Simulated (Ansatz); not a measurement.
## Eu under changes of volume

One of the cells (48.859 Å³/atom); the others are scaled copies at fixed shape and fractional positions:

```
Eu
1.0
    -2.30300    2.30300    2.30300
     2.30300   -2.30300    2.30300
     2.30300    2.30300   -2.30300
Eu
1
Direct
  0.00000 0.00000 0.00000
```

| Quantity | Value |
| --- | --- |
| Program | Ansatz 0.2.0 |
| Functional | PBE |
| Potentials or basis | all-electron LAPW, scalar-relativistic |
| Cutoff | 169 eV (chosen from the basis error) |
| Basis error allowed | 0.0005 eV/atom |
| k mesh | 8 × 8 × 8 |
| Occupations | fermi-dirac, width 0.05 eV |
| Spin | collinear spin, ferromagnetic start |
| Starting moments | [7.0] μB |

| volume (Å³/atom) | energy over the lowest point (meV/atom) | pressure (GPa) | moment (μB per cell) |
| --- | --- | --- | --- |
| 45.927 | 0.00 | -1.0 | 7.30 |
| 46.904 | 7.01 | -1.2 | 7.32 |
| 47.882 | 15.03 | -1.4 | 7.34 |
| 48.859 | 23.95 | -1.5 | 7.36 |
| 49.836 | ? | ? | ? |
| 50.813 | 44.51 | -1.8 | 7.39 |
| 51.790 | 56.09 | -2.0 | 7.40 |

Task: What does the run at 49.836 Å³/atom give?

Result: Energy over the lowest point 33.78 meV/atom; pressure -1.7 GPa; moment 7.38 μB per cell.

Worked out: A Birch-Murnaghan fit of order 3 (a polynomial in V^(-2/3)) to the other rows has no minimum within the range. It gives 33.79 meV/atom at 49.836 Å³/atom, against the run's 33.78, and -dE/dV = -1.7 GPa, against -1.7. A straight line through the other rows of the moment, of slope 0.0172 μB per Å³/atom, gives 7.37 μB, against the run's 7.38.

Energies are extrapolated to zero smearing.

Caveats: an open f shell can end in a state above the lowest.
